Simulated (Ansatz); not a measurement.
Kick test of a cell of ZrB₂

It was relaxed at this level from a cell as deposited in COD.

Computed with DFT PBE, scalar-relativistic, plane waves, PAW in Ansatz. Settings: cutoff 420 eV, Γ-centred mesh 18×18×14 on the computed 3-atom cell, Gaussian smearing of 0.10 eV; no spin polarisation.

The cell below (3 atoms, space group P6/mmm (No. 191)) is relaxed within its symmetry.

```
Zr B
1.0
     3.17164    0.00000    0.00000
    -1.58582    2.74672    0.00000
     0.00000    0.00000    3.54075
Zr B
1 2
Direct
  0.00000 0.00000 0.00000
  0.33333 0.66667 0.50000
  0.66667 0.33333 0.50000
```

For the test a repeat of it with 6 atoms (edges 3.17, 3.17, 7.08 Å) was strained at random (σ = 1.5 % a component), the atoms were moved at random (σ = 0.05 Å), and all was relaxed again on a coarse 6×6×4 mesh (in the run’s order of axes) with 0.20 eV smearing, with no symmetry imposed.

Problem. What happens?

Solution. It returns, within 1 meV/atom of the unmoved cell on that mesh and with the same symmetry when read at 0.1 Å. No instability shows in this cell; modes of other wave vectors, which need another repeat, aren't tested.
